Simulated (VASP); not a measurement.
A run of VASP 6.6.1 is set up as follows.

INCAR

```
PREC = Accurate ; ENCUT = 520
EDIFF = 1E-6 ; ISMEAR = -1
SIGMA = 0.05 ; LREAL = F
LASPH = T ; NELM = 60
ALGO = Normal ; ISIF = 2
LWAVE = F ; LCHARG = T
LNONCOLLINEAR = T ; MAGMOM = 0 0 0 0 0 0 0 0 0 0 0 0 0 0 0 0 0 0 0 0 0 0 0 0 0 0 0
LORBIT = 11 ; LSORBIT = T
GGA_COMPAT = F ; LMAXMIX = 4
GGA = PE ; LVHAR = T
LVACPOTAV = T
```

Contents of KPOINTS:

```
Automatic mesh
0
Gamma
  10 10 1
```

POSCAR

```
MoS2
1.0
    3.1600000000      0.0000000000      0.0000000000
   -1.5800000000      2.7366402760      0.0000000000
    0.0000000000      0.0000000000     33.4240000000
S Mo
6 3
Direct
    0.6666666667      0.3333333333      0.2692675921
    0.6666666667      0.3333333333      0.3629128770
    0.3333333333      0.6666666667      0.4531773576
    0.3333333333      0.6666666667      0.5468226424
    0.6666666667      0.3333333333      0.6370871230
    0.6666666667      0.3333333333      0.7307324079
    0.3333333333      0.6666666667      0.3160902346
    0.6666666667      0.3333333333      0.5000000000
    0.3333333333      0.6666666667      0.6839097654
```

Potentials or basis: VASP PAW PBE potentials, release 64 (S, Mo_sv).

Command:

```sh
$ cat potpaw_PBE.64/S/POTCAR potpaw_PBE.64/Mo_sv/POTCAR > POTCAR
$ mpirun -np 1 vasp_ncl > vasp.out
```

Problem. What does it give for the largest force?

Solution. 0.101 eV/Å.

Problem. Predict the net moment.

Solution. 0.00 μB per cell.

Moments on the atoms (μB; x, y, z):
```
S   0.00 0.00 0.00
S   0.00 0.00 0.00
S   0.00 0.00 0.00
S   0.00 0.00 0.00
S   0.00 0.00 0.00
S   0.00 0.00 0.00
Mo  0.00 0.00 0.00
Mo  0.00 0.00 0.00
Mo  0.00 0.00 0.00
```
